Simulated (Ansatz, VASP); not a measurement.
# Cross-check of Ir (Ir wire along [100], 12 atoms a period) between VASP and Ansatz, part 2 of 2

One calculation is typed for both programs; each brings its own data sets. How far apart do they land? The structure shown is the start of the Ansatz relaxation below; VASP solves that cell, so the two are compared at the walk's first step.

VASP 6.6.1 and Ansatz 0.2.0.

So far: Set-up; Ansatz: relaxation, PBE; VASP: single point, PBE, start cell.

### Step 3. VASP: single point, PBE, start cell (continued)

Level of this step: PBE; plane waves and PAW (Ir) (VASP).

Numbers of over 12 decimals in the logs are rounded to 6 here.

OUTCAR, selected parts (step 3):

```text
ion  position               nearest neighbor table
   1  0.270  0.577  0.000-   3 2.74   9 2.74   9 2.74   2 2.74   7 2.74   7 2.74
   2  0.423  0.423  0.000-   7 2.74   8 2.74   7 2.74   8 2.74   1 2.74   4 2.74   9 2.74  10 2.74
                             9 2.74  10 2.74   5 2.74
   3  0.423  0.730  0.000-   1 2.74   9 2.74   9 2.74   5 2.74  11 2.74  11 2.74
   4  0.577  0.270  0.000-   6 2.74  10 2.74  10 2.74   2 2.74   8 2.74   8 2.74
   5  0.577  0.577  0.000-  11 2.74  12 2.74  11 2.74  12 2.74   3 2.74   6 2.74   9 2.74  10 2.74
                             9 2.74  10 2.74   2 2.74
   6  0.730  0.423  0.000-   4 2.74  10 2.74  10 2.74   5 2.74  12 2.74  12 2.74
   7  0.270  0.423  0.500-   8 2.74   2 2.74   2 2.74   9 2.74   1 2.74   1 2.74
   8  0.423  0.270  0.500-   7 2.74   2 2.74   2 2.74  10 2.74   4 2.74   4 2.74
   9  0.423  0.577  0.500-   1 2.74   3 2.74   1 2.74   3 2.74   7 2.74  11 2.74   2 2.74   2 2.74
                             5 2.74   5 2.74  10 2.74
  10  0.577  0.423  0.500-   4 2.74   6 2.74   4 2.74   6 2.74   8 2.74  12 2.74   2 2.74   5 2.74
                             5 2.74   2 2.74   9 2.74
  11  0.577  0.730  0.500-  12 2.74   5 2.74   5 2.74   9 2.74   3 2.74   3 2.74
  12  0.730  0.577  0.500-  11 2.74   5 2.74   5 2.74  10 2.74   6 2.74   6 2.74

  LATTYP: Found a simple tetragonal cell.
 ALAT       =    12.6050000000
 C/A-ratio  =     0.3070210234

 Subroutine GETGRP returns: Found 16 space group operations
 (whereof  8 operations were pure point group operations)

The static configuration has the point symmetry D_2h.
 The point group associated with its full space group is D_4h.

 Found     11 irreducible k-points:

   k-points           NKPTS =     11   k-points in BZ     NKDIM =     11   number of bands    NBANDS=     66

   dimension x,y,z NGX =    84 NGY =   84 NGZ =   28
   dimension x,y,z NGXF=   168 NGYF=  168 NGZF=   56

   ENCUT  =  400.0 eV  29.40 Ry    5.42 a.u.  20.56 20.56  6.31*2*pi/ulx,y,z

   NELECT =     108.0000    total number of electrons

 k-points in reciprocal lattice and weights: Automatic mesh
   0.00000000  0.00000000  0.00000000       0.048
   0.00000000  0.00000000  0.04761905       0.095
   0.00000000  0.00000000  0.09523810       0.095
   0.00000000  0.00000000  0.14285714       0.095
   0.00000000  0.00000000  0.19047619       0.095
   0.00000000  0.00000000  0.23809524       0.095
   0.00000000  0.00000000  0.28571429       0.095
   0.00000000  0.00000000  0.33333333       0.095
   0.00000000  0.00000000  0.38095238       0.095
   0.00000000  0.00000000  0.42857143       0.095
   0.00000000  0.00000000  0.47619048       0.095

 average (electrostatic) potential at core
       1 -58.7683       2 -59.7918       3 -58.7683       4 -58.7683       5 -59.7918
       6 -58.7683       7 -58.7683       8 -58.7683       9 -59.7918      10 -59.7918
      11 -58.7683      12 -58.7683

 E-fermi :  -0.7287

 k-point     1 :       0.0000    0.0000    0.0000
  band No.  band energies     occupation
    ...
     49      -1.0360      1.99572
     50      -1.0329      1.99545
     51      -0.9686      1.98364
     52      -0.9686      1.98364
     53      -0.8925      1.92713
     54      -0.5358      0.04131
     55      -0.5248      0.03332
     56      -0.5248      0.03332
     57      -0.4682      0.01087
     58      -0.4361      0.00573
    ...

 k-point     2 :       0.0000    0.0000    0.0476
  band No.  band energies     occupation
    ...
     49      -1.1230      1.99925
     50      -1.0387      1.99595
     51      -0.9356      1.96861
     52      -0.9356      1.96861
     53      -0.8069      1.65408
     54      -0.5363      0.04177
     55      -0.5363      0.04177
     56      -0.5336      0.03959
     57      -0.4672      0.01064
     58      -0.4108      0.00346
    ...

 k-point     3 :       0.0000    0.0000    0.0952
  band No.  band energies     occupation
    ...
     49      -1.1722      1.99972
     50      -1.0561      1.99714
     51      -0.9376      1.96982
     52      -0.9376      1.96982
     53      -0.6755      0.51299
     54      -0.5614      0.06799
     55      -0.5614      0.06799
     56      -0.5239      0.03275
     57      -0.5187      0.02956
     58      -0.4639      0.00996
    ...

  Total      -25.1025937    -25.1025937    -27.1418627     -0.0000000      0.0000000      0.0000000
  in kB      -65.4082477    -65.4082477    -70.7218426     -0.0000000      0.0000000      0.0000000
  external PRESSURE =     -67.1794460 kB  Pullay stress =       0.0000000 kB

  energy-cutoff  :      400.00
  volume of cell :      614.89
      direct lattice vectors                 reciprocal lattice vectors
    12.605000000  0.000000000  0.000000000     0.079333598  0.000000000  0.000000000
     0.000000000 12.605000000  0.000000000     0.000000000  0.079333598  0.000000000
     0.000000000  0.000000000  3.870000000     0.000000000  0.000000000  0.258397933

 POSITION                                       TOTAL-FORCE (eV/Angst)
 -----------------------------------------------------------------------------------
      3.40000      7.27000      0.00000         1.884941     -1.440364      0.000000
      5.33500      5.33500      0.00000        -0.604421     -0.604421     -0.000000
      5.33500      9.20500      0.00000         1.440364     -1.884941      0.000000
      7.27000      3.40000      0.00000        -1.440364      1.884941      0.000000
      7.27000      7.27000      0.00000         0.604421      0.604421      0.000000
      9.20500      5.33500      0.00000        -1.884941      1.440364     -0.000000
      3.40000      5.33500      1.93500         1.884941      1.440364      0.000000
      5.33500      3.40000      1.93500         1.440364      1.884941     -0.000000
      5.33500      7.27000      1.93500        -0.604421      0.604421      0.000000
      7.27000      5.33500      1.93500         0.604421     -0.604421      0.000000
      7.27000      9.20500      1.93500        -1.440364     -1.884941      0.000000
      9.20500      7.27000      1.93500        -1.884941     -1.440364     -0.000000
 -----------------------------------------------------------------------------------
    total drift:                                0.000000      0.000000     -0.000000

  FREE ENERGIE OF THE ION-ELECTRON SYSTEM (eV)
  ---------------------------------------------------
  free  energy   TOTEN  =       -85.4920486567 eV

  energy  without entropy=      -85.2721252430  energy(sigma->0) =      -85.38208695

 total charge
# of ion       s       p       d       tot
------------------------------------------
    1        0.607   0.339   6.929   7.874
    2        0.646   0.642   6.854   8.142
    3        0.607   0.339   6.929   7.874
    4        0.607   0.339   6.929   7.874
    5        0.646   0.642   6.854   8.142
    6        0.607   0.339   6.929   7.874
    7        0.607   0.339   6.929   7.874
    8        0.607   0.339   6.929   7.874
    9        0.646   0.642   6.854   8.142
   10        0.646   0.642   6.854   8.142
   11        0.607   0.339   6.929   7.874
   12        0.607   0.339   6.929   7.874
--------------------------------------------------
tot          7.438   5.278  82.844  95.560

[... 3 further parts left out ...]
```

### Step 4. Side by side

Known differences besides the potentials themselves: the data sets hold 204 valence electrons in Ansatz (on its PAW soft_1 files) and 108 in VASP; the cutoff is 420 eV in Ansatz and 400 eV in VASP. Total energies have different zeros and are not compared.

Forces on 7 of the 12 atoms, those with the largest forces and the largest differences (eV/Å; atoms numbered as in POSCAR):

```tsv
atom	Ansatz x, y, z	VASP x, y, z
Ir1	1.921, -1.465, 0.000	1.885, -1.440, 0.000
Ir3	1.465, -1.921, 0.000	1.440, -1.885, 0.000
Ir4	-1.465, 1.921, 0.000	-1.440, 1.885, 0.000
Ir6	-1.921, 1.465, 0.000	-1.885, 1.440, 0.000
Ir7	1.921, 1.465, 0.000	1.885, 1.440, 0.000
Ir8	1.465, 1.921, 0.000	1.440, 1.885, 0.000
Ir11	-1.465, -1.921, 0.000	-1.440, -1.885, 0.000
```

The forces differ by 22 meV/Å r.m.s., which is 1.9 % of the r.m.s. force of 1.154 eV/Å (both taken over all components).

### Step 5. Summary of results

- r.m.s. force difference (single point, PBE, start cell): 1.9 % of the r.m.s. force

**Reading.** The r.m.s. force difference is 1.9 % of the r.m.s. force (single point, PBE, start cell), within the 3 % picked in this series as the mark of a large difference. The data sets hold unlike numbers of valence electrons (204 in Ansatz and 108 in VASP), so part of the differences comes from the potentials. Such differences can come from data sets, numerical settings and the points named under the comparisons, not from the functional's error against experiment.

[Lines on the potential files, build, host, timing and source positions are cut from VASP's logs without a mark.]

[Logs are printed without paths, hosts, clocks, repeated set-up lines and the standing remarks that a program may print on its own settings, such as how far it seeks lower states.]

[Hosts, paths, dates, database ids (printed as entryN), source tags and the programs' standing remarks are cut or masked in the printed files.]
